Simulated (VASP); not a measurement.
# Os (Fm-3m) in VASP: further runs

One crystal, Os, is run at these levels: PBEsol, RPBE; tasks: relaxation of cell and atoms, single point.

All numbers are computed with VASP 6.6.1; they aren't measurements. Logs are shortened: lines on timing, memory, paths and dates and some standing lists are left out, and cuts for length are marked.

## 1. The structure

The structure is cubic, space group Fm-3m (No. 225). Conventional cell: a = 3.826 Å, b = 3.826 Å, c = 3.826 Å, α = 90.00°, β = 90.00°, γ = 90.00°. Around Os (site symmetry m-3m) lie 12 Os at 2.71 Å.

This isn't the form of Os at room conditions, which is hcp.

## 2. Relaxation of cell and atoms, PBEsol

File INCAR:

```
SYSTEM = Os
PREC = Accurate ; ENCUT = 600
EDIFF = 1E-7 ; ISMEAR = 0
SIGMA = 0.1 ; LREAL = .False.
LASPH = .True. ; NELM = 80
ALGO = Normal ; ISIF = 3
LWAVE = .False. ; LCHARG = .False.
GGA = PS ; IBRION = 2
NSW = 90 ; EDIFFG = -0.005
```

File KPOINTS:

```
regular mesh
0
Gamma
  6 6 6
  0 0 0
```

File POSCAR:

```
Os
1.0
    0.0000000000      1.9129311800      1.9129311800
    1.9129311800      0.0000000000      1.9129311800
    1.9129311800      1.9129311800      0.0000000000
Os
1
Direct
    0.0000000000      0.0000000000      0.0000000000
```

Potentials or basis: VASP PAW PBE potentials, release 64 (Os).

Command:

```bash
$ cat potpaw_PBE.64/Os/POTCAR > POTCAR
$ mpirun -np 1 vasp_std > vasp.out
```

OUTCAR:

```text
SYSTEM = Os
   PREC = Accurate
   ENCUT = 600
   EDIFF = 1E-7
   ISMEAR = 0
   LREAL = .False.
   LASPH = .True.
   NELM = 80
   ISIF = 3
   GGA = PS
   IBRION = 2
   NSW = 90
   EDIFFG = -0.005

 ion  position               nearest neighbor table
   1  0.000  0.000  0.000-

  LATTYP: Found a face centered cubic cell.
 ALAT       =     3.8258623600

  Lattice vectors:

 A1 = (   0.0000000000,   1.9129311800,   1.9129311800)
 A2 = (   1.9129311800,   0.0000000000,   1.9129311800)
 A3 = (   1.9129311800,   1.9129311800,   0.0000000000)

Analysis of symmetry for initial positions (statically):
=====================================================================
 Subroutine PRICEL returns:
 Original cell was already a primitive cell.

 Routine SETGRP: Setting up the symmetry group for a
 face centered cubic supercell.

 Subroutine GETGRP returns: Found 48 space group operations
 (whereof 48 operations were pure point group operations)
 out of a pool of 48 trial point group operations.

The static configuration has the point symmetry O_h .

Analysis of symmetry for dynamics (positions and initial velocities):
=====================================================================
 Subroutine PRICEL returns:
 Original cell was already a primitive cell.

 Routine SETGRP: Setting up the symmetry group for a
 face centered cubic supercell.

 Subroutine GETGRP returns: Found 48 space group operations
 (whereof 48 operations were pure point group operations)
 out of a pool of 48 trial point group operations.

The dynamic configuration has the point symmetry O_h .

 Subroutine INISYM returns: Found 48 space group operations
 (whereof 48 operations are pure point group operations),
 and found     1 'primitive' translations

----------------------------------------------------------------------------------------

                                     Primitive cell

  volume of cell :      14.0000

  direct lattice vectors                    reciprocal lattice vectors
     0.000000000  1.912931180  1.912931180    -0.261378980  0.261378980  0.261378980
     1.912931180  0.000000000  1.912931180     0.261378980 -0.261378980  0.261378980
     1.912931180  1.912931180  0.000000000     0.261378980  0.261378980 -0.261378980

  length of vectors
     2.705293219  2.705293219  2.705293219     0.452721673  0.452721673  0.452721673

  position of ions in fractional coordinates (direct lattice)
     0.000000000  0.000000000  0.000000000

  ion indices of the primitive-cell ions
   primitive index   ion index
                 1           1

----------------------------------------------------------------------------------------

 KPOINTS: regular mesh

Automatic generation of k-mesh.
 Grid dimensions read from file:
 generate k-points for:    6    6    6

 Generating k-lattice:

  Cartesian coordinates                     Fractional coordinates (reciprocal lattice)
    -0.043563163  0.043563163  0.043563163     0.166666667  0.000000000  0.000000000
     0.043563163 -0.043563163  0.043563163     0.000000000  0.166666667  0.000000000
     0.043563163  0.043563163 -0.043563163     0.000000000  0.000000000  0.166666667

  Length of vectors
     0.075453612  0.075453612  0.075453612

  Shift w.r.t. Gamma in fractional coordinates (k-lattice)
     0.000000000  0.000000000  0.000000000

 Subroutine IBZKPT returns following result:
 ===========================================

 Found     16 irreducible k-points:

 Following reciprocal coordinates:
            Coordinates               Weight
  0.000000  0.000000  0.000000      1.000000
  0.166667  0.000000  0.000000      8.000000
  0.333333  0.000000  0.000000      8.000000
  0.500000  0.000000  0.000000      4.000000
  0.166667  0.166667  0.000000      6.000000
  0.333333  0.166667  0.000000     24.000000
[... 8 lines left out ...]
 -0.333333  0.333333  0.166667     24.000000
 -0.333333  0.500000  0.166667     12.000000
   k-points           NKPTS =     16   k-points in BZ     NKDIM =     16   number of bands    NBANDS=      8
   number of dos      NEDOS =    301   number of ions     NIONS =      1
   total plane-waves  NPLWV =  13824
   dimension x,y,z NGX =    24 NGY =   24 NGZ =   24
   dimension x,y,z NGXF=    48 NGYF=   48 NGZF=   48
   ions per type =               1
   NGX,Y,Z   is equivalent  to a cutoff of  14.75, 14.75, 14.75 a.u.
   NGXF,Y,Z  is equivalent  to a cutoff of  29.50, 29.50, 29.50 a.u.
 SYSTEM =  Os
   PREC   = accura    normal or accurate (medium, high low for compatibility)
   ISTART =      0    job   : 0-new  1-cont  2-samecut
   ICHARG =      2    charge: 1-file 2-atom 10-const
   ISPIN  =      1    spin polarized calculation?
   LNONCOLLINEAR =      F non collinear calculations
   LSORBIT =      F    spin-orbit coupling
   LASPH  =      T    aspherical Exc in radial PAW
   ENCUT  =  600.0 eV  44.10 Ry    6.64 a.u.   5.40  5.40  5.40*2*pi/ulx,y,z
   NELM   =     80;   NELMIN=  2; NELMDL= -5     # of ELM steps
   EDIFF  = 0.1E-06   stopping-criterion for ELM
   LREAL  =      F    real-space projection
   EDIFFG = -.5E-02   stopping-criterion for IOM
   NSW    =     90    number of steps for IOM
   IBRION =      2    ionic relax: 0-MD 1-quasi-New 2-CG
   NFREE  =      1    steps in history (QN), initial steepest desc. (CG)
   ISIF   =      3    stress and relaxation
   ISYM   =      2    0-nonsym 1-usesym 2-fastsym
   POTIM  = 0.5000    time-step for ionic-motion
   TEBEG  =    0.0;   TEEND  =   0.0 temperature during run
   PSTRESS=    0.0 pullay stress
   NELECT =       8.0000    total number of electrons
   NUPDOWN=      -1.0000    fix difference up-down
   EMIN   =  10.00;   EMAX   =-10.00  energy-range for DOS
   EFERMI =   0.00;   METHOD = LEGACY
   ISMEAR =     0;   SIGMA  =   0.10  broadening in eV -4-tet -1-fermi 0-gaus
   EFERMI_NEDOS =   21; number of points for ismear=-14 and -15
   IALGO  =     38    algorithm
   IMIX   =      4    mixing-type and parameters
     AMIX     =   0.40;   BMIX     =  1.00
     AMIX_MAG =   1.60;   BMIX_MAG =  1.00
  volume/ion in A,a.u.               =      14.00        94.48
  Fermi-wavevector in a.u.,A,eV,Ry     =   1.358508  2.567208 25.110144  1.845544
  Thomas-Fermi vector in A             =   2.485335
   LORBIT       =      0    0 simple, 1 ext, 2 COOP (PROOUT), +10 PAW based schemes
   GGA     = PS    functional components
   LHFCALC =     F    Hartree Fock is set to
   AEXX    =    0.0000 exact exchange contribution
   IVDW    =     0    specifies the selected vdW correction
   LEPSILON=     F    determine dielectric tensor
   LRPA    =     F    only Hartree local field effects (RPA)
 conjugate gradient relaxation of ions
 non-spin polarized calculation
 Gauss-broadening in eV      SIGMA  =   0.10
  energy-cutoff  :      600.00
  volume of cell :       14.00
 maximum number of plane-waves:       483
 NGX is ok and might be reduce to    24
   NGX = 11   NGY = 11   NGZ = 11

 number of electron       8.0000000 magnetization

 Free energy of the ion-electron system (eV)
  ---------------------------------------------------
  ext. energy  EPLUGINS =         0.00000000
  ---------------------------------------------------
  free energy    TOTEN  =       -12.03992427 eV

  energy without entropy =      -12.03963522  energy(sigma->0) =      -12.03977975

 E-fermi :   9.5042     XC(G=0): -14.1508

 val. band max:        9.3273113037   @ k =  -0.3333   0.5000   0.1667
 cond. band min:       9.6997064469   @ k =   0.3333   0.1667   0.0000
 fundamental gap:      0.3723951432
 Fermi energy:         9.5042267255

 k-point     1 :       0.0000    0.0000    0.0000
  band No.  band energies     occupation
      1      -1.6927      2.00000
      2       6.1362      2.00000
      3       6.1362      2.00000
      4       6.1362      2.00000
      5       9.2305      1.99989
      6       9.2305      1.99989
      7      23.4127      0.00000
      8      29.2701      0.00000

 k-point     2 :       0.1667    0.0000    0.0000
  band No.  band energies     occupation
      1      -0.4889      2.00000
      2       5.5556      2.00000
      3       6.5738      2.00000
      4       6.5738      2.00000
      5       9.0210      2.00000
      6       9.0210      2.00000
      7      25.0926      0.00000
      8      26.0138      0.00000

 k-point     3 :       0.3333    0.0000    0.0000
  band No.  band energies     occupation
      1       1.2948      2.00000
      2       6.3351      2.00000
      3       6.3651      2.00000
      4       6.3651      2.00000
      5      10.3007      0.00000
      6      10.3007      0.00000
      7      21.4136      0.00000
      8      25.2575      0.00000

 k-point     4 :       0.5000    0.0000    0.0000
  band No.  band energies     occupation
      1       1.4245      2.00000
      2       5.9967      2.00000
      3       5.9967      2.00000
      4       8.9366      2.00000
      5      11.6336      0.00000
      6      11.6336      0.00000
      7      18.1493      0.00000
      8      22.9716      0.00000

 k-point     5 :       0.1667    0.1667    0.0000
  band No.  band energies     occupation
      1      -0.0708      2.00000
      2       4.8942      2.00000
      3       7.1562      2.00000
      4       7.1562      2.00000
      5       7.7711      2.00000
      6       9.7578      0.00034
      7      26.4066      0.00000
      8      27.5014      0.00000
[... 89 lines left out ...]
 k-point    14 :       0.5000    0.3333    0.1667
  band No.  band energies     occupation
      1       3.3595      2.00000
      2       3.9783      2.00000
      3       5.2132      2.00000
      4       9.0369      2.00000
      5       9.9465      0.00000
      6      13.6729      0.00000
      7      21.7481      0.00000
      8      24.4311      0.00000

 k-point    15 :      -0.3333    0.3333    0.1667
  band No.  band energies     occupation
      1       3.9133      2.00000
      2       3.9140      2.00000
      3       5.5821      2.00000
      4       8.3254      2.00000
      5      11.2812      0.00000
      6      17.1760      0.00000
      7      17.2994      0.00000
      8      23.9907      0.00000

 k-point    16 :      -0.3333    0.5000    0.1667
  band No.  band energies     occupation
      1       2.7723      2.00000
      2       3.4834      2.00000
      3       6.9271      2.00000
      4       9.3273      1.98765
      5      12.3146      0.00000
      6      17.2403      0.00000
      7      18.9294      0.00000
      8      20.7412      0.00000

------------------------ aborting loop because EDIFF is reached ----------------------------------------

  FORCE on cell =-STRESS in cart. coord.  units (eV):
  Direction    XX          YY          ZZ          XY          YZ          ZX
  --------------------------------------------------------------------------------------
  -------------------------------------------------------------------------------------
  Total        0.0029043      0.0029043      0.0029043      0.0000000      0.0000000      0.0000000
  in kB        0.3323683      0.3323683      0.3323683      0.0000000      0.0000000      0.0000000
  external PRESSURE =       0.3323683 kB  Pullay stress =       0.0000000 kB

 VOLUME and BASIS-vectors are now :
 -----------------------------------------------------------------------------
  energy-cutoff  :      600.00
  volume of cell :       14.00
      direct lattice vectors                 reciprocal lattice vectors
     0.000000000  1.912931180  1.912931180    -0.261378980  0.261378980  0.261378980
     1.912931180  0.000000000  1.912931180     0.261378980 -0.261378980  0.261378980
     1.912931180  1.912931180  0.000000000     0.261378980  0.261378980 -0.261378980

 POSITION                                       TOTAL-FORCE (eV/Angst)
 -----------------------------------------------------------------------------------
      0.00000      0.00000      0.00000         0.000000      0.000000      0.000000
 -----------------------------------------------------------------------------------
    total drift:                               -0.000000      0.000000     -0.000000

  FREE ENERGIE OF THE ION-ELECTRON SYSTEM (eV)
  ---------------------------------------------------
  free  energy   TOTEN  =       -12.0399242670 eV

  energy  without entropy=      -12.0396352230  energy(sigma->0) =      -12.03977975

 reached required accuracy - stopping structural energy minimisation
```

Wall time 7.4 s (1 thread of Intel Xeon Platinum 8488C (Sapphire Rapids), shared host); peak memory 0.13 GiB.

What came out:

- Free energy: -12.0399 eV
- Pressure after relaxing: 0.0 GPa
- Band gap on the k mesh: none (metal or under the smearing width)

Final structure:
```
CELL_PARAMETERS angstrom
0.00000 1.91293 1.91293
1.91293 0.00000 1.91293
1.91293 1.91293 0.00000
ATOMIC_POSITIONS crystal
Os 0.00000 0.00000 0.00000
```

Caveat: the k mesh is coarse (spacing up to 0.47 Å⁻¹), so the values aren't converged; the relaxation stopped at its first step, so nothing moved; the PAW data sets were made with another functional, which shifts forces and pressure a little.

## 3. Single point, PBEsol

File INCAR:

```
SYSTEM = Os
PREC = Accurate ; ENCUT = 520
EDIFF = 1E-6 ; ISMEAR = 0
SIGMA = 0.1 ; LREAL = .False.
LASPH = .True. ; NELM = 80
ALGO = Normal ; ISIF = 2
LWAVE = .False. ; LCHARG = .True.
GGA = PS ; LELF = .True.
LVHAR = .True. ; NBANDS = 10
```

File KPOINTS:

```
regular mesh
0
Gamma
  18 18 18
  0 0 0
```

POSCAR is that of step 2.

Potentials or basis: VASP PAW PBE potentials, release 64 (Os).

Command:

```bash
$ cat potpaw_PBE.64/Os/POTCAR > POTCAR
$ mpirun -np 1 vasp_std > vasp.out
```

Wall time 18 s (1 thread of Intel Xeon Platinum 8488C (Sapphire Rapids), shared host); peak memory 0.14 GiB.

Results (log left out):

```yaml
Free_energy: -12.1041 eV
Pressure: -1.3 GPa
Band_gap_on_the_k_mesh: none (metal or under the smearing width)
```

Levels at points of the mesh, in eV from the Fermi level:
```csv
k point,band 2,band 3,band 4,band 5,band 6,band 7
"(0.00, 0.00, 0.00)",-2.97,-2.97,-2.97,0.10,0.10,14.31
"(0.50, 0.00, 0.00)",-3.13,-3.13,-0.21,2.52,2.52,9.03
"(0.50, 0.50, 0.00)",-6.86,2.38,2.48,3.21,3.21,12.30
```

Caveat: the PAW data sets were made with another functional, which shifts forces and pressure a little.

(Part 1 of 2 ends here.)
